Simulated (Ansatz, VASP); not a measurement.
# TaN in VASP and in Ansatz

Contents of INCAR:

```
SYSTEM = TaN
PREC     = Accurate       ! precision mode
ENCUT    = 520            ! plane-wave cutoff, eV
EDIFF    = 1E-6           ! SCF threshold, eV
ISMEAR   = -1             ! smearing method
SIGMA    = 0.05           ! smearing width, eV
LREAL    = .FALSE.        ! projectors in reciprocal space
LASPH    = .TRUE.         ! aspherical terms in the spheres
NELM     = 100            ! most SCF steps
ALGO     = Normal         ! electronic algorithm
ISIF     = 2              ! what is computed and relaxed
LWAVE    = .FALSE.        ! write WAVECAR
LCHARG   = .FALSE.        ! write CHGCAR
LMAXMIX  = 4              ! l up to which the mixer works
METAGGA  = R2SCAN         ! meta-GGA
LMIXTAU  = .TRUE.
```

The input KPOINTS:

```
Automatic mesh
0
G
  10 10 5
  0 0 0
```

The input POSCAR:

```
TaN
1.0
    2.9217699809      0.0000000000      0.0000000000
   -1.4608849905      2.5303270275      0.0000000000
    0.0000000000      0.0000000000      5.9165150000
Ta N
2 2
Direct
    0.0000000000      0.0000000000      0.5000000000
    0.0000000000      0.0000000000      0.0000000000
    0.3333333333      0.6666666667      0.2500000000
    0.6666666667      0.3333333333      0.7500000000
```

Contents of KPOINTS_OPT:

```
path GMKGALHA,LM,KH
20
line-mode
reciprocal
 0.0000000000  0.0000000000  0.0000000000  G
 0.5000000000  0.0000000000  0.0000000000  M

 0.5000000000  0.0000000000  0.0000000000  M
 0.3333333333  0.3333333333  0.0000000000  K

 0.3333333333  0.3333333333  0.0000000000  K
 0.0000000000  0.0000000000  0.0000000000  G

 0.0000000000  0.0000000000  0.0000000000  G
 0.0000000000  0.0000000000  0.5000000000  A

 0.0000000000  0.0000000000  0.5000000000  A
 0.5000000000  0.0000000000  0.5000000000  L

 0.5000000000  0.0000000000  0.5000000000  L
 0.3333333333  0.3333333333  0.5000000000  H

 0.3333333333  0.3333333333  0.5000000000  H
 0.0000000000  0.0000000000  0.5000000000  A

 0.5000000000  0.0000000000  0.5000000000  L
 0.5000000000  0.0000000000  0.0000000000  M

 0.3333333333  0.3333333333  0.0000000000  K
 0.3333333333  0.3333333333  0.5000000000  H
```

Contents of input.yaml:

```yaml
crystal:
  lattice:
    - [2.9217699809, 0.0, 0.0]
    - [-1.4608849905, 2.5303270275, 0.0]
    - [0.0, 0.0, 5.916515]
  atoms:
    - { symbol: Ta, position: [0.0, 0.0, 0.5] }
    - { symbol: Ta, position: [0.0, 0.0, 0.0] }
    - { symbol: "N", position: [0.3333333333, 0.6666666667, 0.25] }
    - { symbol: "N", position: [0.6666666667, 0.3333333333, 0.75] }
hamiltonian:
  xc: r2scan
  pseudopotentials: { kind: paw }
kpoints:
  mp_grid: { grid: [10, 10, 5] }
  band_path:
    path:
      - [[0.0, 0.0, 0.0], [0.5, 0.0, 0.0], [0.3333333333, 0.3333333333, 0.0], [0.0, 0.0, 0.0], [0.0, 0.0, 0.5], [0.5, 0.0, 0.5], [0.3333333333, 0.3333333333, 0.5], [0.0, 0.0, 0.5]]
      - [[0.5, 0.0, 0.5], [0.5, 0.0, 0.0]]
      - [[0.3333333333, 0.3333333333, 0.0], [0.3333333333, 0.3333333333, 0.5]]
    npoints: 14
scf:
  occupations: { method: fermi_dirac, width: 0.05 }
  n_extra_bands: 10
output:
  forces: true
  stress: true
  eigenvalues: true
  fatbands: false
```

The cell comes from a database or a generator and needn't be the stable form of this composition.

Alike in both runs: task band structure; functional r2SCAN; k mesh 10 × 10 × 5; occupations fermi-dirac, width 0.05 eV; no spin polarisation.

|  | VASP | Ansatz |
| --- | --- | --- |
| version | VASP 6.6.1 | Ansatz 0.2.0 |
| potentials or method | VASP PAW PBE potentials, release 64 (Ta_pv, N) | Ansatz PAW |
| plane-wave cutoff (eV) | 520 | 500 |
| valence electrons in the cell | 32 | 36 |

VASP gave:

* gap on the k mesh at the Fermi level (eV): none
* pressure (GPa): -4.3
* largest component of the traceless stress (GPa): 0.43

Estimate Ansatz's values.

gap on the k mesh at the Fermi level (eV): none; pressure (GPa): -5.9; largest component of the traceless stress (GPa): 0.23.

A gap of «none» marks a metal or a gap that the smearing closes. The functional is the same, so the differences come from potentials, cutoffs and numerics. The two sets of potentials don't hold the same shells in valence.

Caveats: spin-orbit coupling is left out, which moves the levels of the heavy elements; the PAW data sets were made with another functional, which shifts forces and pressure a little (VASP); the PAW data sets come from PBE, with cores solved anew for the run's functional, which leaves a small shift of forces and pressure (Ansatz).
